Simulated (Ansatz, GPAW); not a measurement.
# A Pt chain with an Au atom on top of one atom: relaxation, then transmission at several levels, part 4 of 4

How well does a Pt chain with an Au atom on top of one atom conduct once its atoms have relaxed, and how much do cheaper levels lose?

GPAW 26.7.0 and Ansatz 0.2.0; Ansatz plane waves; relaxation of the junction with the lead ends held; PAW set soft_1 (the session's first sound run).

So far, transmission at the Fermi level (one spin): step 3 (plane waves, PBE) 2.17; step 4 (GPAW, dzp, PBE, GPAW) 2.15; step 5 (GPAW, szp: basis = "szp(dzp)", PBE, GPAW) 2.15; step 6 (minimal basis, PBE, GPAW) 2.11; step 7 (RPBE in the dzp basis: xc = "RPBE") 2.14.

## (8) Without the relaxation: geometry = "as built"

Level of this step: GPAW LCAO, PAW setups; Landauer transmission from Green's functions with principal layers (ASE), zero bias (GPAW).

The dzp basis with PBE on the structure as first built shows what the relaxation was worth.

Contents of run.py:

```python
import json
import numpy as np
from ase import Atoms
from ase.transport.calculators import TransportCalculator
from gpaw import GPAW, FermiDirac
from gpaw.lcao.tools import get_lcao_hamiltonian
from scipy.linalg import eigh

# The junction with lead layers at both ends, along the third cell vector
device = Atoms(
    ['Pt', 'Pt', 'Pt', 'Pt', 'Pt', 'Pt', 'Pt', 'Pt', 'Pt', 'Au', 'Pt', 'Pt', 'Pt', 'Pt', 'Pt', 'Pt', 'Pt', 'Pt'],
    positions=[
        [4.50000, 4.50000, 1.20000],
        [4.50000, 4.50000, 3.60000],
        [4.50000, 4.50000, 6.00000],
        [4.50000, 4.50000, 8.40000],
        [4.50000, 4.50000, 10.80000],
        [4.50000, 4.50000, 13.20000],
        [4.50000, 4.50000, 15.60000],
        [4.50000, 4.50000, 18.00000],
        [4.50000, 4.50000, 20.40000],
        [6.87660, 4.50000, 20.40000],
        [4.50000, 4.50000, 22.80000],
        [4.50000, 4.50000, 25.20000],
        [4.50000, 4.50000, 27.60000],
        [4.50000, 4.50000, 30.00000],
        [4.50000, 4.50000, 32.40000],
        [4.50000, 4.50000, 34.80000],
        [4.50000, 4.50000, 37.20000],
        [4.50000, 4.50000, 39.60000]],
    cell=[[9.0, 0.0, 0.0], [0.0, 9.0, 0.0], [0.0, 0.0, 40.8]],
    pbc=True)

# One principal layer of the lead: the first 5 atoms of the device
lead = Atoms(
    ['Pt', 'Pt', 'Pt', 'Pt', 'Pt'],
    positions=[
        [4.50000, 4.50000, 1.20000],
        [4.50000, 4.50000, 3.60000],
        [4.50000, 4.50000, 6.00000],
        [4.50000, 4.50000, 8.40000],
        [4.50000, 4.50000, 10.80000]],
    cell=[[9.0, 0.0, 0.0], [0.0, 9.0, 0.0], [0.0, 0.0, 12.0]],
    pbc=True)

settings = dict(mode='lcao', basis='dzp', xc='PBE', h=0.2,
                occupations=FermiDirac(0.1), maxiter=250,
                mixer=dict(beta=0.1, nmaxold=8, weight=100.0),
                convergence=dict(density=0.0001))
energies = np.arange(-2, 2 + 1e-9, 0.025)
eta = 0.0001
n1, n2 = 1, 1
# k and -k transmit alike, so half of the mesh across the current serves
mesh = [(i, j) for i in range(n1) for j in range(n2) if (i, j) <= (-i % n1, -j % n2)]
weights = np.array([1 if (i, j) == (-i % n1, -j % n2) else 2 for i, j in mesh]) / (n1 * n2)


def ground_state(atoms, size, txt):
    atoms.calc = GPAW(kpts={'size': size, 'gamma': True}, symmetry={'tolerance': 1e-3}, txt=txt, **settings)
    atoms.get_potential_energy()
    return atoms.calc.get_fermi_level()


def blocks(atoms, fermi, points, nz, cells):
    """H - E_F S and S between cell 0 and the cells above it, at each point across the current."""
    kz = np.arange(nz) / nz
    calc = atoms.calc.fixed_density(kpts=[(*k, z) for k in points for z in kz], symmetry='off', txt=None)
    H, S = get_lcao_hamiltonian(calc)
    H = (H - fermi * S).reshape(len(H), len(points), nz, *S.shape[1:])
    S = S.reshape(H.shape[1:])
    phases = [np.exp(-2j * np.pi * kz * R) / nz for R in cells]
    return [(np.einsum('skzij,z->ksij', H, p), np.einsum('kzij,z->kij', S, p)) for p in phases]


def pair(a, b):
    return np.block([[a, b], [b.T.conj(), a]])


def count_channels(h, s, cells, nk=240):
    """Half the number of times that the lead's bands cross each energy, unfolded to its shortest repeat."""
    b = len(h) // cells
    bands = []
    for k in (np.arange(nk + 1) + 0.5) / nk:
        hk, sk = h[:b, :b].copy(), s[:b, :b].copy()
        for R in range(1, cells):
            phase, block = np.exp(2j * np.pi * k * R), slice(R * b, (R + 1) * b)
            hk += h[:b, block] * phase + (h[:b, block] * phase).T.conj()
            sk += s[:b, block] * phase + (s[:b, block] * phase).T.conj()
        w, u = eigh(sk)
        x = u[:, w > 1e-5] / w[w > 1e-5]**0.5  # drop near-dependent combinations
        bands.append(np.r_[eigh(x.T.conj() @ hk @ x, eigvals_only=True), [1e9] * (w <= 1e-5).sum()])
    below = np.array(bands)[:, :, None] < energies
    return (below[1:] != below[:-1]).sum((0, 1)) / 2


fermi_lead = ground_state(lead, (1, 1, 10), 'lead.txt')
fermi_device = ground_state(device, (1, 1, 2), 'device.txt')
T, channels, eigen, tail, misfit, shifts = [], [], [], 0.0, 0.0, []
for first in range(0, len(mesh), 342):
    points = [(i / n1, j / n2) for i, j in mesh[first:first + 342]]
    (H0k, S0k), (H1k, S1k), (H2k, _) = blocks(lead, fermi_lead, points, 5, range(3))
    [(Hk, Sk)] = blocks(device, fermi_device, points, 2, [0])
    tail = max(tail, abs(H2k).max())
    for H0, S0, H1, S1, H, S in zip(H0k, S0k, H1k, S1k, Hk, Sk):
        n = len(S0)
        # Shift the lead onto the potential of the device's first layer
        shift = ((H[:, 0, 0] - H0[:, 0, 0]) / S0[0, 0]).real.mean()
        shifts.append(shift)
        misfit = max(misfit, abs(H[:, :n, :n] - H0 - shift * S0).max())
        Tk, Ck, Ek = [], [], []
        for s in range(len(H)):
            t = s % len(H0)  # a lead without moments serves both spins
            h1, s1 = pair(H0[t] + shift * S0, H1[t] + shift * S1), pair(S0, S1)
            leads = dict(h1=h1, s1=s1, energies=energies, eta=eta, eta1=eta, eta2=eta)
            calc = TransportCalculator(h=H[s], s=S, eigenchannels=3, **leads)
            Tk.append(calc.get_transmission())
            Ek.append(np.sort(calc.eigenchannels_ne, axis=0)[::-1])
            Ck.append(count_channels(h1, s1, 10))
        T.append(Tk)
        channels.append(Ck)
        eigen.append(Ek)
T, channels = np.array(T), np.array(channels)
mean, open_channels = np.einsum('kse,k->se', T, weights), np.einsum('kse,k->se', channels, weights)

print(f'basis functions: device {len(S)}, principal layer {n}')
print(f'Fermi level: lead {fermi_lead:.4f} eV, device {fermi_device:.4f} eV; lead shifted by {np.mean(shifts):.4f} eV')
print(f'largest coupling past the next layer {tail:.2e} eV, largest misfit of the first layer {misfit:.3f} eV')
print('  E-E_F (eV)   ' + 'T (one spin)  channels')
for e, t, c in zip(energies, mean.T, open_channels.T):
    print(f'{e:10.3f}  ', *[f'{x:11.4e}' for x in t], *[f'{x:9.4f}' for x in c])

kT = 8.617333e-5 * 300
fine = np.linspace(energies[0], energies[-1], 4001)
both = np.exp(np.interp(fine, energies, np.log(np.maximum(mean.sum(0) * 2 / len(mean), 1e-30))))
fermi = lambda mu: 1 / (1 + np.exp(np.clip((fine - mu) / kT, -200, 200)))
slope = fermi(0) * (1 - fermi(0)) / kT
G = np.trapezoid(both * slope, fine) / 2
seebeck = -np.trapezoid(both * slope * fine, fine) / (2 * G * 300) * 1e6
print(f'conductance at 300 K: {G:.5g} G0 a cell; thermopower {seebeck:.4g} uV/K')
bias = [0.1, 0.2, 0.5, 1.0, 1.5, 2.0]
current = [38.74 * np.trapezoid(both * (fermi(V / 2) - fermi(-V / 2)), fine) for V in bias]
for V, I in zip(bias, current):
    print(f'current from the zero-bias T(E) at {V} V: {I:.5g} uA')
zero = abs(energies).argmin()
json.dump(dict(energies=energies.tolist(), T=mean.tolist(), channels=open_channels.tolist(), G=G, seebeck=seebeck,
               bias=bias, current=current, tail=tail, misfit=misfit, shift=np.mean(shifts), n_device=len(S), n_lead=n,
               fermi=[fermi_lead, fermi_device], energy=device.get_potential_energy(),
               moments=device.get_magnetic_moments().tolist(), mesh=mesh, weights=weights.tolist(),
               T_k=T[:, :, zero].tolist(), eigen=np.array(eigen[0]).tolist()), open('result.json', 'w'))
```

Started as:

```
$ OMP_NUM_THREADS=1 OPENBLAS_NUM_THREADS=1 python run.py
```

Numbers of over 12 decimals in the logs are rounded to 6 here.

The program printed:

```text
basis functions: device 474, principal layer 135
Fermi level: lead -4.5367 eV, device -4.3504 eV; lead shifted by -0.0002 eV
largest coupling past the next layer 8.09e-06 eV, largest misfit of the first layer 0.015 eV
  E-E_F (eV)   T (one spin)  [channel counts left out]
    -2.000    1.9806e+00
    -1.975    2.4403e+00
    -1.950    2.6054e+00
[...]
1.975    9.9531e-01
     2.000    9.9541e-01
conductance at 300 K: 3.6197 G0 a cell; thermopower 1.112 uV/K
current from the zero-bias T(E) at 0.1 V: 28.034 uA
current from the zero-bias T(E) at 0.2 V: 55.993 uA
current from the zero-bias T(E) at 0.5 V: 138.62 uA
current from the zero-bias T(E) at 1.0 V: 284.97 uA
current from the zero-bias T(E) at 1.5 V: 428.91 uA
current from the zero-bias T(E) at 2.0 V: 536.17 uA
```

The job ended after 4.3 min (1 thread of Arm Neoverse V1, shared host; peak memory 1.6 GiB).

Numbers from this step:

```
conductance                                    : 3.620 G₀
largest coupling past the next principal layer : 8.09e-6 eV
largest misfit of the first principal layer    : 0.01539 eV
shift that aligns the lead                     : -2.39e-4 eV
transmission at the Fermi level (one spin)     : 3.624
```

The conductance, 3.62 G₀, lies 73 % above that of the dzp run.

## (9) The ladder

Times are wall times on the hardware named with each run. The series side by side:

| no. | run | conductance (G₀) | time | memory (GiB) |
| --- | --- | --- | --- | --- |
| 1 | pw PBE | 2.122 | 3.6 min | 5.5 |
| 2 | dzp | 2.091 | 4.8 min | 1.6 |
| 3 | szp | 2.087 | 2.2 min | 1.5 |
| 4 | sz | 2.049 | 1.7 min | 1.4 |
| 5 | dzp RPBE | 2.085 | 4.9 min | 1.6 |
| 6 | asbuilt | 3.620 | 4.3 min | 1.6 |

## (10) Comparison

The curves are compared point by point over the common energies.

This step: comparison of transmission and cost over codes, levels and geometry; PAW set soft_1 (GPAW 26.7.0).

Ladder, by row:

| step | code | T at the Fermi level (sum over the listed spins) | conductance (G0) | r.m.s. T(E) from the first | wall time (s) | peak memory (GiB) | threads |
| --- | --- | --- | --- | --- | --- | --- | --- |
| pw-pbe | Ansatz | 2.166 | 2.122 | 0 | 213.4 | 5.537 | 4 |
| dzp | GPAW | 2.155 | 2.091 | 0.2101 | 289.2 | 1.57 | 1 |
| szp | GPAW | 2.152 | 2.087 | 0.245 | 134.6 | 1.5 | 1 |
| sz | GPAW | 2.111 | 2.049 | 0.2612 | 104.1 | 1.45 | 1 |
| dzp-RPBE | GPAW | 2.145 | 2.085 | 0.2052 | 292 | 1.57 | 1 |
| asbuilt | GPAW | 3.624 | 3.62 | 1.352 | 255.2 | 1.57 | 1 |

The transmission, zone mean, sum over the listed spins by energy, zero at the Fermi level:

| energy (eV) | pw-pbe | dzp | szp | sz | dzp-RPBE | asbuilt |
| --- | --- | --- | --- | --- | --- | --- |
| -2.000 | 1.80 | 1.84 | 1.80 | 1.73 | 1.85 | 1.98 |
| -1.900 | 1.64 | 1.70 | 1.67 | 1.62 | 1.71 | 2.73 |
| -1.800 | 1.53 | 1.57 | 1.55 | 1.53 | 1.58 | 2.84 |
| -1.700 | 1.42 | 1.46 | 1.47 | 1.48 | 1.47 | 2.90 |
| -1.600 | 1.34 | 1.42 | 1.47 | 1.54 | 1.44 | 2.94 |
| -1.500 | 1.65 | 1.75 | 1.65 | 1.90 | 1.75 | 3.19 |
| -1.400 | 2.11 | 2.10 | 2.03 | 2.15 | 2.09 | 3.25 |
| -1.300 | 2.49 | 2.39 | 2.31 | 2.38 | 2.38 | 3.17 |
| -1.200 | 2.74 | 2.65 | 2.56 | 2.60 | 2.66 | 4.41 |
| -1.175 | 2.83 | 2.72 | 2.61 | 2.65 | 2.72 | 4.55 |
| -1.100 | 3.42 | 2.94 | 2.78 | 2.83 | 2.93 | 4.90 |
| -1.000 | 4.11 | 3.38 | 3.19 | 3.16 | 3.41 | 5.07 |
| -0.950 | 4.22 | 3.69 | 3.50 | 3.43 | 3.68 | 5.14 |
| -0.900 | 4.03 | 3.92 | 3.63 | 3.50 | 3.91 | 5.21 |
| -0.850 | 3.89 | 4.11 | 3.88 | 3.70 | 4.07 | 5.14 |
| -0.800 | 3.89 | 4.03 | 3.91 | 3.86 | 3.98 | 5.03 |
| -0.700 | 3.91 | 3.89 | 3.84 | 3.82 | 3.87 | 5.16 |
| -0.625 | 3.67 | 3.92 | 3.93 | 3.91 | 3.91 | 5.11 |
| -0.600 | 3.56 | 3.91 | 3.92 | 3.92 | 3.89 | 5.05 |
| -0.500 | 3.01 | 3.58 | 3.59 | 3.62 | 3.52 | 5.08 |
| -0.400 | 2.77 | 3.10 | 3.12 | 3.18 | 3.04 | 4.92 |
| -0.300 | 2.53 | 2.78 | 2.75 | 2.84 | 2.74 | 4.15 |
| -0.200 | 2.38 | 2.28 | 2.29 | 2.28 | 2.28 | 3.68 |
| -0.100 | 2.32 | 2.27 | 2.28 | 2.25 | 2.27 | 3.66 |
| 0.000 | 2.17 | 2.15 | 2.15 | 2.11 | 2.15 | 3.62 |
| 0.100 | 1.62 | 1.53 | 1.50 | 1.47 | 1.53 | 3.55 |
| 0.200 | 1.07 | 1.02 | 0.986 | 0.988 | 1.02 | 3.40 |
| 0.300 | 0.827 | 0.814 | 0.783 | 0.792 | 0.816 | 2.95 |
| 0.400 | 0.749 | 0.718 | 0.686 | 0.688 | 0.714 | 2.87 |
| 0.500 | 0.678 | 0.637 | 0.606 | 0.597 | 0.634 | 2.82 |
| 0.600 | 0.607 | 0.552 | 0.514 | 0.490 | 0.549 | 2.72 |
| 0.700 | 0.523 | 0.429 | 0.446 | 0.464 | 0.423 | 2.21 |
| 0.800 | 0.364 | 0.491 | 0.543 | 0.536 | 0.496 | 0.529 |
| 0.900 | 0.476 | 0.505 | 0.553 | 0.539 | 0.511 | 0.0121 |
| 1.000 | 0.378 | 0.350 | 0.453 | 0.443 | 0.372 | 0.662 |
| 1.100 | 4.6e-4 | 0.0470 | 0.0635 | 0.0877 | 0.0140 | 0.889 |
| 1.200 | 0.842 | 0.899 | 0.665 | 0.577 | 0.881 | 0.950 |
| 1.300 | 0.990 | 0.992 | 0.969 | 0.961 | 0.991 | 0.973 |
| 1.400 | 0.999 | 0.999 | 0.996 | 0.996 | 0.999 | 0.983 |
| 1.500 | 1.000 | 0.999 | 0.999 | 0.999 | 0.999 | 0.988 |
| 1.600 | 1.000 | 0.999 | 0.999 | 0.999 | 0.999 | 0.991 |
| 1.700 | 1.000 | 0.999 | 0.999 | 0.999 | 0.999 | 0.993 |
| 1.800 | 1.000 | 0.999 | 0.999 | 0.999 | 0.999 | 0.994 |
| 1.900 | 1.000 | 0.999 | 0.999 | 0.999 | 0.999 | 0.995 |
| 2.000 | 1.000 | 0.999 | 0.999 | 0.999 | 0.999 | 0.995 |

## (11) Grid spacing 0.16, potential alignment off, temperature 30: h = 0.16, align = false and temperature = 30

The real-space grid carries density and potential; a coarse one breaks translation symmetry along the lead and scatters electrons that should pass. Without the shift, lead and junction are matched by their Fermi levels alone. Temperature enters only through the Fermi window.

This step: GPAW LCAO, PAW setups; Landauer transmission from Green's functions with principal layers (ASE), zero bias (GPAW 26.7.0).

Edit run.py of step 8 so:

```diff
@@ -18,8 +18,8 @@
         [4.50000, 4.50000, 13.20000],
-        [4.50000, 4.50000, 15.60000],
-        [4.50000, 4.50000, 18.00000],
-        [4.50000, 4.50000, 20.40000],
-        [6.87660, 4.50000, 20.40000],
-        [4.50000, 4.50000, 22.80000],
-        [4.50000, 4.50000, 25.20000],
+        [4.10965, 4.22558, 15.62667],
+        [4.59182, 4.49042, 18.05031],
+        [3.65563, 4.97795, 20.39984],
+        [5.65318, 3.43738, 20.39905],
+        [4.59287, 4.49015, 22.74858],
+        [4.11172, 4.22828, 25.17270],
         [4.50000, 4.50000, 27.60000],
@@ -45,3 +45,3 @@
 
-settings = dict(mode='lcao', basis='dzp', xc='PBE', h=0.2,
+settings = dict(mode='lcao', basis='dzp', xc='PBE', h=0.16,
                 occupations=FermiDirac(0.1), maxiter=250,
@@ -105,4 +105,4 @@
         n = len(S0)
-        # Shift the lead onto the potential of the device's first layer
-        shift = ((H[:, 0, 0] - H0[:, 0, 0]) / S0[0, 0]).real.mean()
+        # Lead and device are aligned by their Fermi levels alone
+        shift = 0.0
         shifts.append(shift)
@@ -131,3 +131,3 @@
 
-kT = 8.617333e-5 * 300
+kT = 8.617333e-5 * 30
 fine = np.linspace(energies[0], energies[-1], 4001)
@@ -137,4 +137,4 @@
 G = np.trapezoid(both * slope, fine) / 2
-seebeck = -np.trapezoid(both * slope * fine, fine) / (2 * G * 300) * 1e6
-print(f'conductance at 300 K: {G:.5g} G0 a cell; thermopower {seebeck:.4g} uV/K')
+seebeck = -np.trapezoid(both * slope * fine, fine) / (2 * G * 30) * 1e6
+print(f'conductance at 30 K: {G:.5g} G0 a cell; thermopower {seebeck:.4g} uV/K')
 bias = [0.1, 0.2, 0.5, 1.0, 1.5, 2.0]
```

The program printed:

```text
basis functions: device 474, principal layer 135
Fermi level: lead -4.5365 eV, device -4.3610 eV; lead shifted by 0.0000 eV
largest coupling past the next layer 8.09e-06 eV, largest misfit of the first layer 0.142 eV
  E-E_F (eV)   T (one spin)  [channel counts left out]
    -2.000    1.8416e+00
    -1.975    1.8048e+00
    -1.950    1.7682e+00
    -1.925    1.7322e+00
    -1.900    1.6971e+00
    -1.875    1.6629e+00
    -1.850    1.6299e+00
    -1.825    1.5980e+00
    -1.800    1.5672e+00
    -1.775    1.5376e+00
    -1.750    1.5095e+00
    -1.725    1.4832e+00
    -1.700    1.4593e+00
    -1.675    1.4390e+00
    -1.650    1.4237e+00
    -1.625    1.4160e+00
[...]
1.825    9.9915e-01
     1.850    9.9915e-01
     1.875    9.9915e-01
     1.900    9.9915e-01
     1.925    9.9915e-01
     1.950    9.9914e-01
     1.975    9.9913e-01
     2.000    9.9911e-01
conductance at 30 K: 2.141 G0 a cell; thermopower 1.383 uV/K
current from the zero-bias T(E) at 0.1 V: 16.365 uA
current from the zero-bias T(E) at 0.2 V: 31.685 uA
current from the zero-bias T(E) at 0.5 V: 71.452 uA
current from the zero-bias T(E) at 1.0 V: 144.48 uA
current from the zero-bias T(E) at 1.5 V: 229.15 uA
current from the zero-bias T(E) at 2.0 V: 313.66 uA
```

Run time: 7.7 min. Hardware: 1 thread; peak memory 3 GiB.

This step gave:

```
conductance                                 : 2.141 G₀
largest misfit of the first principal layer : 0.1417 eV
shift that aligns the lead                  : 0 eV
transmission at the Fermi level (one spin)  : 2.144
```

One spin. Table of transmission, zone mean by energy, zero at the Fermi level:

| energy (eV) | transmission, zone mean |
| --- | --- |
| -2.000 | 1.84 |
| -1.900 | 1.70 |
| -1.800 | 1.57 |
| -1.700 | 1.46 |
| -1.600 | 1.42 |
| -1.550 | 2.24 |
| -1.500 | 1.76 |
| -1.400 | 2.11 |
| -1.300 | 2.39 |
| -1.200 | 2.66 |
| -1.100 | 2.94 |
| -1.000 | 3.39 |
| -0.900 | 3.93 |
| -0.850 | 4.11 |
| -0.800 | 4.03 |
| -0.700 | 3.89 |
| -0.600 | 3.91 |
| -0.500 | 3.57 |
| -0.400 | 3.09 |
| -0.300 | 2.77 |
| -0.200 | 2.27 |
| -0.100 | 2.27 |
| 0.000 | 2.14 |
| 0.100 | 1.51 |
| 0.200 | 1.01 |
| 0.300 | 0.807 |
| 0.400 | 0.717 |
| 0.500 | 0.637 |
| 0.600 | 0.553 |
| 0.700 | 0.433 |
| 0.800 | 0.491 |
| 0.900 | 0.504 |
| 1.000 | 0.345 |
| 1.100 | 0.0585 |
| 1.200 | 0.904 |
| 1.300 | 0.992 |
| 1.400 | 0.999 |
| 1.500 | 0.999 |
| 1.600 | 0.999 |
| 1.700 | 0.999 |
| 1.800 | 0.999 |
| 1.900 | 0.999 |
| 2.000 | 0.999 |

Not self-consistent under bias; the bias window is split evenly. Table of current through one cell, from the zero-bias transmission by bias:

| bias (V) | current through one cell, from the zero-bias transmission (μA) |
| --- | --- |
| 0.100 | 16.4 |
| 0.200 | 31.7 |
| 0.500 | 71.5 |
| 1.000 | 144 |
| 1.500 | 229 |
| 2.000 | 314 |

The transmission of the three most open eigenchannels by energy, zero at the Fermi level:

| energy (eV) | channel 1 | channel 2 | channel 3 |
| --- | --- | --- | --- |
| -2.000 | 0.994 | 0.729 | 0.119 |
| -1.900 | 0.949 | 0.670 | 0.0774 |
| -1.800 | 0.915 | 0.576 | 0.0764 |
| -1.700 | 0.894 | 0.456 | 0.109 |
| -1.600 | 0.886 | 0.305 | 0.229 |
| -1.500 | 0.883 | 0.539 | 0.316 |
| -1.400 | 0.880 | 0.817 | 0.380 |
| -1.300 | 0.975 | 0.882 | 0.465 |
| -1.200 | 0.994 | 0.903 | 0.599 |
| -1.100 | 0.990 | 0.933 | 0.708 |
| -1.000 | 0.994 | 0.976 | 0.723 |
| -0.900 | 0.900 | 0.881 | 0.720 |
| -0.800 | 0.991 | 0.955 | 0.880 |
| -0.700 | 0.989 | 0.971 | 0.903 |
| -0.600 | 0.995 | 0.934 | 0.916 |
| -0.500 | 0.994 | 0.954 | 0.802 |
| -0.400 | 0.986 | 0.941 | 0.863 |
| -0.300 | 0.974 | 0.864 | 0.838 |
| -0.200 | 0.998 | 0.606 | 0.561 |
| -0.100 | 0.987 | 0.667 | 0.553 |
| 0.000 | 0.984 | 0.669 | 0.468 |
| 0.100 | 0.812 | 0.496 | 0.195 |
| 0.200 | 0.705 | 0.285 | 0.0197 |
| 0.300 | 0.678 | 0.127 | 0.00131 |
| 0.400 | 0.642 | 0.0730 | 0.00206 |
| 0.500 | 0.572 | 0.0642 | 0.00147 |
| 0.600 | 0.503 | 0.0493 | 8.4e-4 |
| 0.700 | 0.416 | 0.0166 | 2.3e-4 |
| 0.800 | 0.491 | 3.4e-7 | 1.7e-10 |
| 0.900 | 0.504 | 3.5e-7 | 1.1e-11 |
| 1.000 | 0.345 | 3.5e-7 | 4.8e-12 |
| 1.100 | 0.0585 | 3.5e-7 | 1.9e-11 |
| 1.200 | 0.904 | 3.5e-7 | 0 |
| 1.300 | 0.992 | 3.5e-7 | 0 |
| 1.400 | 0.999 | 3.6e-7 | 0 |
| 1.500 | 0.999 | 3.6e-7 | 0 |
| 1.600 | 0.999 | 3.6e-7 | 0 |
| 1.700 | 0.999 | 3.6e-7 | 0 |
| 1.800 | 0.999 | 3.7e-7 | 0 |
| 1.900 | 0.999 | 3.7e-7 | 0 |
| 2.000 | 0.999 | 3.7e-7 | 0 |

With these changes, and at 30 K in place of 300 K, the conductance is 2.14 G₀ against 2.09 in the dzp run; T at the Fermi level, which temperature doesn't enter, is 2.14 against 2.15.

## (12) What came out

* conductance: 2.09 G₀
* transmission at the Fermi level, mean of the spins: 2.15
* thermopower: 13.0 μV/K

What this shows: In the dzp basis the junction conducts 2.09 G₀ at 300 K, with T = 2.15 a spin at the Fermi level; the sz basis reaches that conductance within 10 %. Relaxation moved atoms by up to 1.6 Å and took the conductance from 3.62 to 2.09 G₀, as a ratio a larger change than the step from dzp to the minimal basis. Plane waves (PBE) give T = 2.17 there. At the Fermi level the three most open eigenchannels pass 0.99, 0.67 and 0.47. The positive thermopower says that the thermally weighted transmission is larger below the Fermi level, as for hole-like transport. Measured against the first run (pw-pbe), the nearest curve is that of dzp-RPBE (r.m.s. 0.21) and the farthest that of asbuilt (1.4). Over the compared runs wall time goes from 104 s (sz) to 292 s (dzp-RPBE), on a shared host; the plane-wave run used 4 threads and the orbital runs 1. Moves of this size go well beyond a change of bond lengths: the free chain atoms or the scatterer took up a new arrangement, and the name in the title describes the start. The leads kept an estimated spacing and the cell its length, so the junction may be under some tension or compression. The run had no spin polarisation, so a magnetic state, which chains and small molecules with open shells often have, wasn't tested. Spin-orbit coupling is left out, which matters for the heavy atoms here. An evenly spaced straight chain is an idealisation: free chains tend to dimerise, zigzag or, where a band edge lies near the Fermi level, turn magnetic. The currents use the zero-bias T(E) throughout, which holds only while the bias is small against the distance to the nearest feature.

[Logs are printed without paths, hosts, clocks, repeated set-up lines and the standing remarks that a program may print on its own settings, such as how far it seeks lower states.]

[Hosts, paths, dates, database ids (printed as entryN), source tags and the programs' standing remarks are cut or masked in the printed files.]
